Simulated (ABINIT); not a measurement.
Here is an ABINIT 10.8.3 (patched build) calculation.

The input run.abi:

```
# Datasets: ground state, then fixed potential
ndtset 2

# Pseudopotentials
pp_dirpath "./"
pseudos "Cu.GGA_PBE-JTH.xml"

# Structure
acell 3*1.0 Angstrom
rprim
     0.0000000000     1.8075000000     1.8075000000
     1.8075000000     0.0000000000     1.8075000000
     1.8075000000     1.8075000000     0.0000000000
ntypat 1
znucl 29
natom 1
typat 1
xred
     0.0000000000     0.0000000000     0.0000000000

# Plane-wave basis
ecut 653.073270 eV
pawecutdg 46.0

# Exchange and correlation
ixc -497498
usekden 1
pawxcdev 0

# Bands and occupations
occopt 3
tsmear 0.05 eV

# SCF cycle
nstep 100

# Output
iomode 3
prtwf 0
prteig 0
prtebands 0
enunit 1
prtden1 1
prtkden1 1
prtvha1 1
prtvclmb1 1
prtpot1 1

# Dataset 1
kptopt1 1
ngkpt1 13 13 13
nshiftk1 1
shiftk1 0.0 0.0 0.0
nband1 14
tolvrs1 1.0e-8

# Dataset 2: bands along G-X-W-K-G-L-U-W-L-K
iscf2 -2
getden2 1
getkden2 1
nband2 18
nbdbuf2 2
tolwfr2 1.0e-12
kptopt2 -9
ndivsm2 8
prteig2 1
prtvol2 -3
kptbounds2
     0.0000000000     0.0000000000     0.0000000000
     0.5000000000     0.0000000000     0.5000000000
     0.5000000000     0.2500000000     0.7500000000
     0.3750000000     0.3750000000     0.7500000000
     0.0000000000     0.0000000000     0.0000000000
     0.5000000000     0.5000000000     0.5000000000
     0.6250000000     0.2500000000     0.6250000000
     0.5000000000     0.2500000000     0.7500000000
     0.5000000000     0.5000000000     0.5000000000
     0.3750000000     0.3750000000     0.7500000000
```

Potentials or basis: JTH PAW PBE v2.0.

Command:

```console
$ abinit run.abi > log 2>&1
```

(1) Estimate the band gap on the k mesh.

## Answers

(1) none (metal or under the smearing width).
